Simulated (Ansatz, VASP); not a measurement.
## One calculation of HfO2, two programs

```xyz
3
Lattice="0.0000 2.5575 2.5575 2.5575 0.0000 2.5575 2.5575 2.5575 0.0000" Properties=species:S:1:pos:R:3 pbc="T T T"
Hf    0.0000    0.0000    0.0000
O     1.2788    1.2788    1.2788
O     3.8363    3.8363    3.8363
```

Measurements of this composition are mostly on another form, of space group No. 14.

Alike in both runs: task single point; functional PBEsol; dispersion D4; k mesh 8 × 8 × 8; no spin polarisation.

|  | VASP | Ansatz |
| --- | --- | --- |
| version | VASP 6.6.1 | Ansatz 0.2.0 |
| potentials or method | VASP PAW PBE potentials, release 64 (Hf_pv, O) | plane waves, PAW |
| plane-wave cutoff (eV) | 520 | 420 |
| occupations | gaussian, width 0.01 eV | fixed |
| valence electrons in the cell | 22 | 38 |

```tsv
	VASP	Ansatz	Ansatz less VASP
gap on the k mesh at the Fermi level (eV)	3.60	3.59	-0.013
dispersion energy (meV/atom)	-107.8	-107.9	-0.08
```

The two sets of potentials don't hold the same shells in valence.

Caveats: spin-orbit coupling is left out, which moves the levels of the heavy elements. A k mesh can miss the band edges. Expect the measured gap to be larger: semilocal functionals such as PBEsol lack the derivative discontinuity.
